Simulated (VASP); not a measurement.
Input of a VASP 6.6.1 run:

File INCAR:

```
PREC = Accurate
ENCUT = 600
EDIFF = 1E-7
ISMEAR = 0
SIGMA = 0.05
LREAL = False
LASPH = True
NELM = 100
ALGO = Normal
ISIF = 3
LWAVE = False
LCHARG = False
IBRION = 2
NSW = 40
EDIFFG = -0.02
```

The input KPOINTS:

```
regular mesh
0
Gamma
  10 10 5
```

The input POSCAR:

```
HfN
1.0
    3.1339080200      0.0000000000      0.0000000000
   -1.5669540100      2.7140439600      0.0000000000
    0.0000000000      0.0000000000      5.4167677200
Hf N
2 2
Direct
    0.6715549800      0.3340767000      0.7491626200
    0.3382216400      0.6674100400      0.2491626200
    0.0048883100      0.0007433700      0.9991626200
    0.9853350600      0.9977698800      0.5025121300
```

Potentials or basis: VASP PAW LDA potentials, release 64 (Hf_pv, N).

Run with:

```sh
$ cat potpaw_LDA.64/Hf_pv/POTCAR potpaw_LDA.64/N/POTCAR > POTCAR
$ mpirun -np 1 vasp_std > vasp.out
```

(1) What does it give for the band gap on the k mesh?

(2) Estimate the relaxed volume.

(3) Estimate the space group after relaxing (to 0.05 Å).

Answers

(1) none (metal or under the smearing width).

(2) 11.11 Å³/atom.

(3) P6_3/mmc (No. 194).
